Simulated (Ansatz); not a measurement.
## ZrSe2 under changes of volume

One of the cells (25.784 Å³/atom); the others are scaled copies at fixed shape and fractional positions:

```xyz
3
Lattice="3.7980 0.0000 0.0000 -1.8990 3.2892 0.0000 0.0000 0.0000 6.1920" Properties=species:S:1:pos:R:3 pbc="T T T"
Zr    0.0000    0.0000    0.0000
Se    1.8990    1.0964    4.6440
Se    0.0000    2.1928    1.5480
```

- Program: Ansatz 0.2.0
- Functional: LDA
- Potentials or basis: all-electron LAPW, scalar-relativistic
- Cutoff: 215 eV (chosen from the basis error)
- Basis error allowed: 0.002 eV/atom
- k mesh: 8 × 8 × 5
- Occupations: fermi-dirac, width 0.05 eV
- Spin: no spin polarisation

| volume (Å³/atom) | energy over the lowest point (meV/atom) | pressure (GPa) | gap on the mesh (eV) | largest force (eV/Å) |
| --- | --- | --- | --- | --- |
| 24.237 | 3.42 | 2.0 | 0.26 | 0.626 |
| 24.753 | 0.00 | 0.1 | 0.29 | 0.373 |
| 25.268 | 2.43 | -1.6 | 0.31 | 0.138 |
| 25.784 | 10.11 | -3.1 | 0.33 | 0.081 |
| 26.300 | ? | ? | ? | ? |
| 26.815 | 39.19 | -5.8 | 0.37 | 0.472 |
| 27.331 | 59.67 | -6.9 | 0.39 | 0.647 |

Task: What does the run at 26.300 Å³/atom give?

Result: Energy over the lowest point 22.53 meV/atom; pressure -4.5 GPa; gap on the mesh 0.35 eV; largest force 0.283 eV/Å.

Worked out: A Birch-Murnaghan fit of order 3 (a polynomial in V^(-2/3)) to the other rows has its minimum at 24.79 Å³/atom with B0 = V·E''(V) = 87 GPa and B' = 4.2 at fixed shape and positions, which overstates the stiffness. It gives 22.54 meV/atom at 26.300 Å³/atom, against the run's 22.53, and -dE/dV = -4.5 GPa, against -4.5. A straight line through the other rows of the gap, of slope 1.05 eV per unit of ln V, gives 0.35 eV, against the run's 0.35.

Energies are extrapolated to zero smearing.

Caveats: an odd mesh through Γ misses points on the zone boundary, where band edges often lie. Spin-orbit coupling on Se, Zr is left out.

The runs don't all hold the same shells in valence.
